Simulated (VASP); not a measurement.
The system is Si.

```
CELL_PARAMETERS angstrom
-4.74274 4.74274 2.65853
4.74274 -4.74274 2.65853
4.74274 4.74274 -2.65853
ATOMIC_POSITIONS crystal
Si 0.25000 0.25000 0.00000
Si 0.25000 0.25000 0.50000
Si 0.25000 0.75000 0.00000
Si 0.25000 0.75000 0.50000
Si 0.75000 0.25000 0.00000
Si 0.75000 0.25000 0.50000
Si 0.75000 0.75000 0.00000
Si 0.75000 0.75000 0.50000
Si 0.12500 0.37500 0.25000
Si 0.12500 0.37500 0.75000
Si 0.12500 0.87500 0.25000
Si 0.12500 0.87500 0.75000
Si 0.62500 0.37500 0.25000
Si 0.62500 0.37500 0.75000
Si 0.62500 0.87500 0.25000
Si 0.62500 0.87500 0.75000
```

This isn't the form of Si at room conditions, which is diamond.

| Quantity | Value |
| --- | --- |
| Program | VASP 6.6.1 |
| Task | phonon dispersion |
| Functional | LDA |
| Potentials or basis | VASP PAW LDA potentials, release 64 (Si) |
| Cutoff | 520 eV |
| k mesh | 4 × 4 × 4 |
| Occupations | gaussian, width 0.02 eV |
| Spin | no spin polarisation |
| Long-range dipole term | no |
| Supercell matrix | [2, 0, 0, 0, 2, 0, 0, 0, 2] |
| Further INCAR settings | LREAL = Auto; ALGO = Normal; EDIFF = 1e-07; IBRION = 6; POTIM = 0.015; NSW = 1 |

Problem. Is this structure dynamically stable at this level, and how far does the spectrum reach?

Solution. Yes, as far as this q mesh shows: no mode on the path is imaginary. The highest frequency is 355 cm⁻¹.

Phonon frequencies at the corners of the path (cm⁻¹, interpolated; i marks imaginary ones):
```csv
point,frequencies
Γ,0 0 0 130 344 344
X,83 83 269 269 308 308
M,140 140 161 161 340 340
Z,128 128 188 202 334 334
P,81 81 282 282 326 326
N,112 150 150 282 313 345
Z1,128 128 188 202 334 334
```

A q mesh this small can miss soft modes between its points.
